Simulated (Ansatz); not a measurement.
**NaF (Fm-3m), two-dimensional strain map**

Method: DFT PBEsol, scalar-relativistic, plane waves, PAW (Ansatz 0.2.0). Settings: plane waves to 420 eV, k-mesh 8×8×8 (Γ-centred), Gaussian smearing 0.05 eV. No spin polarisation. Energies are free energies at this smearing, counted from the undisturbed cell; pressure is positive in compression.

Zero of the scan (as given, not relaxed at this level; it stands at -0.5 GPa):

```xyz
2
Lattice="0.0000 2.3233 2.3233 2.3233 0.0000 2.3233 2.3233 2.3233 0.0000" Properties=species:S:1:pos:R:3 pbc="T T T"
Na    0.0000    0.0000    0.0000
F     2.3233    2.3233    2.3233
```

The cell is strained by p along both x and y and by q along z, fractional coordinates fixed. Points are written (p, q).

Energy above the undisturbed cell in meV/atom (a dash: not computed):

| p \ q | -0.050 | -0.025 | 0.000 | 0.025 | 0.050 |
| --- | --- | --- | --- | --- | --- |
| -0.050 | 43.0 | ? | 24.2 | 23.1 | 25.6 |
| -0.025 | 18.5 | 8.0 | 4.2 | 5.3 | 9.7 |
| 0.000 | 9.7 | 1.5 | 0.0 | ? | ? |
| 0.025 | 12.5 | 6.6 | 7.2 | ? | 20.8 |
| 0.050 | 23.8 | 20.1 | 22.9 | 30.2 | 40.6 |

(1) Fill in the withheld energies.

## Answers

(1) (-0.050, -0.025): 30.2; (0.000, 0.025): 3.1; (0.000, 0.050): 9.5; (0.025, 0.025): 12.5.